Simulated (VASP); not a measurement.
# Se (R-3m) in VASP: further runs

The runs below take Se through relaxation of cell and atoms, with PBE.

Everything below comes from runs of VASP 6.6.1. Logs are shortened: lines on timing, memory, paths and dates and some standing lists are left out, and cuts for length are marked.

### Step 1. The crystal as given

Symmetry: R-3m, No. 166, trigonal system. The conventional cell has a = 3.850 Å, b = 3.850 Å, c = 2.645 Å, α = 90.00°, β = 90.00°, γ = 120.00°. Around Se (site symmetry -3m) lie 8 Se at 2.39 to 2.65 Å.

This isn't the form of Se at room conditions, which is trigonal, of chains.

### Step 2. Relaxation of cell and atoms, PBE

Input file INCAR:

```
ALGO = Normal ; EDIFF = 1E-6
EDIFFG = -0.01 ; ENCUT = 520
GGA = PE ; IBRION = 2
ISIF = 3 ; ISMEAR = 0
LASPH = T ; LCHARG = F
LREAL = F ; LWAVE = F
NELM = 120 ; NSW = 90
PREC = Accurate ; SIGMA = 0.1
```

Input file KPOINTS:

```
k-points
0
Gamma
  21 21 21
```

Input file POSCAR:

```
Se
1.0
    1.9250000000      1.1113992700      0.8816666700
   -1.9250000000      1.1113992700      0.8816666700
    0.0000000000     -2.2227985400      0.8816666700
Se
1
Direct
    0.0000000000      0.0000000000      0.0000000000
```

Potentials or basis: VASP PAW PBE potentials, release 64 (Se).

Run with:

```console
cat potpaw_PBE.64/Se/POTCAR > POTCAR
mpirun -np 1 vasp_std > vasp.out
```

OUTCAR:

```text
EDIFF = 1E-6
   EDIFFG = -0.01
   ENCUT = 520
   GGA = PE
   IBRION = 2
   ISIF = 3
   ISMEAR = 0
   LASPH = T
   LREAL = F
   NELM = 120
   NSW = 90
   PREC = Accurate

 ion  position               nearest neighbor table
   1  0.000  0.000  0.000-

  LATTYP: Found a trigonal (rhomboedric) cell.
 ALAT       =     2.3912694232
 COS(alpha) =    -0.2960878580

  Lattice vectors:

 A1 = (   1.9250000000,   1.1113992700,   0.8816666700)
 A2 = (  -1.9250000000,   1.1113992700,   0.8816666700)
 A3 = (   0.0000000000,  -2.2227985400,   0.8816666700)

Analysis of symmetry for initial positions (statically):
=====================================================================
 Subroutine PRICEL returns:
 Original cell was already a primitive cell.

 Routine SETGRP: Setting up the symmetry group for a
 trigonal (rhombohedral) supercell.

 Subroutine GETGRP returns: Found 12 space group operations
 (whereof 12 operations were pure point group operations)
 out of a pool of 12 trial point group operations.

The static configuration has the point symmetry D_3d.

Analysis of symmetry for dynamics (positions and initial velocities):
=====================================================================
 Subroutine PRICEL returns:
 Original cell was already a primitive cell.

 Routine SETGRP: Setting up the symmetry group for a
 trigonal (rhombohedral) supercell.

 Subroutine GETGRP returns: Found 12 space group operations
 (whereof 12 operations were pure point group operations)
 out of a pool of 12 trial point group operations.

The dynamic configuration has the point symmetry D_3d.

 Subroutine INISYM returns: Found 12 space group operations
 (whereof 12 operations are pure point group operations),
 and found     1 'primitive' translations

----------------------------------------------------------------------------------------

                                     Primitive cell

  volume of cell :      11.3177

  direct lattice vectors                    reciprocal lattice vectors
     1.925000000  1.111399270  0.881666670     0.259740260  0.149961109  0.378071832
    -1.925000000  1.111399270  0.881666670    -0.259740260  0.149961109  0.378071832
     0.000000000 -2.222798540  0.881666670     0.000000000 -0.299922217  0.378071832

  length of vectors
     2.391269423  2.391269423  2.391269426     0.482588486  0.482588486  0.482588486

  position of ions in fractional coordinates (direct lattice)
     0.000000000  0.000000000  0.000000000

  ion indices of the primitive-cell ions
   primitive index   ion index
                 1           1

----------------------------------------------------------------------------------------

 KPOINTS: k-points

Automatic generation of k-mesh.
 Grid dimensions read from file:
 generate k-points for:   21   21   21

 Generating k-lattice:

  Cartesian coordinates                     Fractional coordinates (reciprocal lattice)
     0.012368584  0.007141005  0.018003421     0.047619048  0.000000000  0.000000000
    -0.012368584  0.007141005  0.018003421     0.000000000  0.047619048  0.000000000
     0.000000000 -0.014282010  0.018003421     0.000000000  0.000000000  0.047619048

  Length of vectors
     0.022980404  0.022980404  0.022980404

  Shift w.r.t. Gamma in fractional coordinates (k-lattice)
     0.000000000  0.000000000  0.000000000

 Subroutine IBZKPT returns following result:
 ===========================================

 Found    891 irreducible k-points:

 Following reciprocal coordinates:
            Coordinates               Weight
  0.000000  0.000000  0.000000      1.000000
  0.047619  0.000000  0.000000      6.000000
  0.095238  0.000000  0.000000      6.000000
  0.142857  0.000000  0.000000      6.000000
  0.190476  0.000000  0.000000      6.000000
  0.238095  0.000000  0.000000      6.000000
[... 16 lines left out ...]
 -0.428571  0.047619  0.000000     12.000000
 -0.380952  0.047619  0.000000     12.000000
 [... further k-points ...]
   k-points           NKPTS =    891   k-points in BZ     NKDIM =    891   number of bands    NBANDS=      7
   number of dos      NEDOS =    301   number of ions     NIONS =      1
   total plane-waves  NPLWV =   5832
   dimension x,y,z NGX =    18 NGY =   18 NGZ =   18
   dimension x,y,z NGXF=    36 NGYF=   36 NGZF=   36
   ions per type =               1
   NGX,Y,Z   is equivalent  to a cutoff of  12.51, 12.51, 12.51 a.u.
   NGXF,Y,Z  is equivalent  to a cutoff of  25.03, 25.03, 25.03 a.u.
 SYSTEM =  unknown system
   PREC   = accura    normal or accurate (medium, high low for compatibility)
   ISTART =      0    job   : 0-new  1-cont  2-samecut
   ICHARG =      2    charge: 1-file 2-atom 10-const
   ISPIN  =      1    spin polarized calculation?
   LNONCOLLINEAR =      F non collinear calculations
   LSORBIT =      F    spin-orbit coupling
   LASPH  =      T    aspherical Exc in radial PAW
   ENCUT  =  520.0 eV  38.22 Ry    6.18 a.u.   4.45  4.45  4.45*2*pi/ulx,y,z
   NELM   =    120;   NELMIN=  2; NELMDL= -5     # of ELM steps
   EDIFF  = 0.1E-05   stopping-criterion for ELM
   LREAL  =      F    real-space projection
   EDIFFG = -.1E-01   stopping-criterion for IOM
   NSW    =     90    number of steps for IOM
   IBRION =      2    ionic relax: 0-MD 1-quasi-New 2-CG
   NFREE  =      1    steps in history (QN), initial steepest desc. (CG)
   ISIF   =      3    stress and relaxation
   ISYM   =      2    0-nonsym 1-usesym 2-fastsym
   POTIM  = 0.5000    time-step for ionic-motion
   TEBEG  =    0.0;   TEEND  =   0.0 temperature during run
   PSTRESS=    0.0 pullay stress
   NELECT =       6.0000    total number of electrons
   NUPDOWN=      -1.0000    fix difference up-down
   EMIN   =  10.00;   EMAX   =-10.00  energy-range for DOS
   EFERMI =   0.00;   METHOD = LEGACY
   ISMEAR =     0;   SIGMA  =   0.10  broadening in eV -4-tet -1-fermi 0-gaus
   EFERMI_NEDOS =   21; number of points for ismear=-14 and -15
   IALGO  =     38    algorithm
   IMIX   =      4    mixing-type and parameters
     AMIX     =   0.40;   BMIX     =  1.00
     AMIX_MAG =   1.60;   BMIX_MAG =  1.00
  volume/ion in A,a.u.               =      11.32        76.38
  Fermi-wavevector in a.u.,A,eV,Ry     =   1.324971  2.503832 23.885687  1.755548
  Thomas-Fermi vector in A             =   2.454466
   LORBIT       =      0    0 simple, 1 ext, 2 COOP (PROOUT), +10 PAW based schemes
   GGA     = PE    functional components
   LHFCALC =     F    Hartree Fock is set to
   AEXX    =    0.0000 exact exchange contribution
   IVDW    =     0    specifies the selected vdW correction
   LEPSILON=     F    determine dielectric tensor
   LRPA    =     F    only Hartree local field effects (RPA)
 conjugate gradient relaxation of ions
 non-spin polarized calculation
 Gauss-broadening in eV      SIGMA  =   0.10
  energy-cutoff  :      520.00
  volume of cell :       11.32
 maximum number of plane-waves:       315
 NGX is ok and might be reduce to    18
   NGX =  9   NGY =  9   NGZ =  9

--------------------------------------- Ionic step        1  -------------------------------------------

 number of electron       6.0000000 magnetization

 Free energy of the ion-electron system (eV)
  ---------------------------------------------------
  ext. energy  EPLUGINS =         0.00000000
  ---------------------------------------------------
  free energy    TOTEN  =        -0.27534858 eV

  energy without entropy =       -0.27371738  energy(sigma->0) =       -0.27453298

 E-fermi :  14.9401     XC(G=0): -13.4427

 val. band max:       14.9285845610   @ k =  -0.3810   0.1429   0.1429
 cond. band min:      14.9535364378   @ k =  -0.3333   0.4762   0.2381
 fundamental gap:      0.0249518768
 Fermi energy:        14.9401274159

 k-point     1 :       0.0000    0.0000    0.0000
  band No.  band energies     occupation
      1      -8.7838      2.00000
      2      20.3981      0.00000
      3      22.6653      0.00000
      4      22.6653      0.00000
      5      27.2651      0.00000
      6      27.2651      0.00000
      7      29.7238      0.00000
[... 264 lines left out ...]
--------------------------------------- Ionic step        2  -------------------------------------------

 number of electron       5.9999992 magnetization

 E-fermi :  -1.0598     XC(G=0):  -7.4427

 val. band max:       -1.0634371331   @ k =  -0.4286   0.4762   0.1905
 cond. band min:      -1.0596038102   @ k =  -0.3810  -0.4762   0.1905
 fundamental gap:      0.0038333229
 Fermi energy:        -1.0597827196

 k-point     1 :       0.0000    0.0000    0.0000
  band No.  band energies     occupation
      1     -13.1700      2.00000
      2      -0.4980      0.00000
      3      -0.1475      0.00000
      4      -0.1475      0.00000
      5       4.7045      0.00000
      6       9.5001      0.00000
      7       9.5001      0.00000
[... 293 lines left out ...]
  FREE ENERGIE OF THE ION-ELECTRON SYSTEM (eV)
  ---------------------------------------------------
  free  energy   TOTEN  =        -2.9503522415 eV

  energy  without entropy=       -2.9462347538  energy(sigma->0) =       -2.94829350

 E-fermi :   5.3354     XC(G=0): -10.1555

 val. band max:        5.3286612348   @ k =  -0.3810   0.2381   0.1905
 cond. band min:       5.3373240814   @ k =  -0.2381   0.1429   0.1429
 fundamental gap:      0.0086628465
 Fermi energy:         5.3353778276

 k-point     1 :       0.0000    0.0000    0.0000
  band No.  band energies     occupation
      1     -11.1710      2.00000
      2       6.7104      0.00000
      3       6.7104      0.00000
      4       7.0687      0.00000
      5      13.0477      0.00000
      6      13.0477      0.00000
      7      13.4947      0.00000
[... 221 lines left out ...]
 k-point    24 :      -0.3810    0.0476    0.0000
  band No.  band energies     occupation
      1      -9.3177      2.00000
      2      -1.0927      2.00000
      3       7.6254      0.00000
      4       8.1373      0.00000
      5      15.0680      0.00000
      6      16.0259      0.00000
      7      19.0213      0.00000

 [... further k-points ...]

 E-fermi :   4.9036     XC(G=0): -10.0129

 val. band max:        4.9020367375   @ k =  -0.1429  -0.3333   0.0476
 cond. band min:       4.9041615918   @ k =  -0.1429   0.2857   0.1429
 fundamental gap:      0.0021248543
 Fermi energy:         4.9035897345

 k-point     1 :       0.0000    0.0000    0.0000
  band No.  band energies     occupation
      1     -11.2693      2.00000
      2       6.0866      0.00000
      3       6.5271      0.00000
      4       6.5271      0.00000
      5      12.7355      0.00000
      6      12.7355      0.00000
      7      12.9254      0.00000
[... 221 lines left out ...]
 k-point    24 :      -0.3810    0.0476    0.0000
  band No.  band energies     occupation
      1      -9.5274      2.00000
      2      -1.1845      2.00000
      3       7.2418      0.00000
      4       7.6158      0.00000
      5      14.5560      0.00000
      6      15.3897      0.00000
      7      17.2276      0.00000

 [... further k-points ...]

[... ionic steps 4 to 22 ...]

--------------------------------------- Ionic step       23  -------------------------------------------

 number of electron       6.0000005 magnetization

------------------------ aborting loop because EDIFF is reached ----------------------------------------
[... 65 lines left out ...]
--------------------------------------- Ionic step       25  -------------------------------------------

 number of electron       6.0000005 magnetization

 Free energy of the ion-electron system (eV)
  ---------------------------------------------------
  ext. energy  EPLUGINS =         0.00000000
  ---------------------------------------------------
  free energy    TOTEN  =        -3.31383673 eV

  energy without entropy =       -3.31162932  energy(sigma->0) =       -3.31273303

 E-fermi :   4.7297     XC(G=0):  -9.9391

 val. band max:        4.7277636275   @ k =   0.3333   0.1429   0.0000
 cond. band min:       4.7310453601   @ k =   0.3333   0.1429   0.0476
 fundamental gap:      0.0032817326
 Fermi energy:         4.7297320661

 k-point     1 :       0.0000    0.0000    0.0000
  band No.  band energies     occupation
      1     -11.3240      2.00000
      2       5.9497      0.00000
      3       6.2592      0.00000
      4       6.2592      0.00000
      5      12.5431      0.00000
      6      12.5431      0.00000
      7      12.6393      0.00000
[... 258 lines left out ...]
  FREE ENERGIE OF THE ION-ELECTRON SYSTEM (eV)
  ---------------------------------------------------
  free  energy   TOTEN  =        -3.3138367321 eV

  energy  without entropy=       -3.3116293201  energy(sigma->0) =       -3.31273303

 reached required accuracy - stopping structural energy minimisation
```

Run time: 6.3 min. Hardware: 1 thread of AMD EPYC 9R45 (Zen 5), shared host; peak memory 0.15 GiB.

What came out:

```
Free energy                            : -3.3138 eV
Relaxed volume                         : 22.51 Å³/atom
Relaxed cell                           : a = 2.826 Å, b = 2.826 Å, c = 2.826 Å, α = 92.33°, β = 92.33°, γ = 92.33°
Space group after relaxing (to 0.05 Å) : R-3m (No. 166)
Energy gained by relaxing              : 3038.5 meV/atom
Ionic steps                            : 25
Pressure after relaxing                : 0.0 GPa
Band gap on the k mesh                 : none (metal or under the smearing width)
```

The path:
```
step  energy change (eV)  largest force (eV/Å)  pressure (GPa)  volume (Å³)
   1              0.0000                0.0000          161.17        11.32
   2             -1.4469                0.0000           -8.78        42.08
   3             -2.6750                0.0000           -3.41        21.58
   4             -2.6834                0.0000           -2.05        21.09
   5             -2.6878                0.0000            0.15        20.41
   6             -2.6874                0.0000           -0.61        20.63
   7             -2.7482                0.0000           -0.30        20.71
   8             -2.9262                0.0000            2.05        20.71
   9             -2.9401                0.0000           12.86        19.75
  10             -2.9570                0.0000           11.48        19.99
  11             -2.9936                0.0000            7.47        20.69
  12             -2.9952                0.0000            0.48        22.02
  13             -3.0066                0.0000            3.81        21.37
  14             -3.0066                0.0000            3.52        21.43
  15             -3.0104                0.0000            3.46        21.46
  16             -3.0199                0.0000            3.39        21.55
  17             -3.0305                0.0000            3.02        21.69
  18             -3.0219                0.0000            1.65        21.76
  19             -3.0318                0.0000            2.58        21.75
  20             -3.0368                0.0000            1.06        22.16
  21             -3.0380                0.0000           -0.31        22.58
  22             -3.0380                0.0000           -0.12        22.52
  23             -3.0381                0.0000           -0.10        22.52
  24             -3.0383                0.0000           -0.08        22.52
  25             -3.0385                0.0000           -0.03        22.51
```

Final structure:
```
Se
1.0
     2.03856    1.17697    1.56371
    -2.03856    1.17697    1.56371
     0.00000   -2.35393    1.56371
Se
1
Direct
  0.00000 0.00000 0.00000
```

Caveat: the volume moved by over 15 % at a fixed basis, so the end points are rough; the volume moved by +99 % from the deposited cell, more than functionals usually miss. PBE usually gives volumes a little too large and moduli too small.

(Continued in part 2 of 2.)
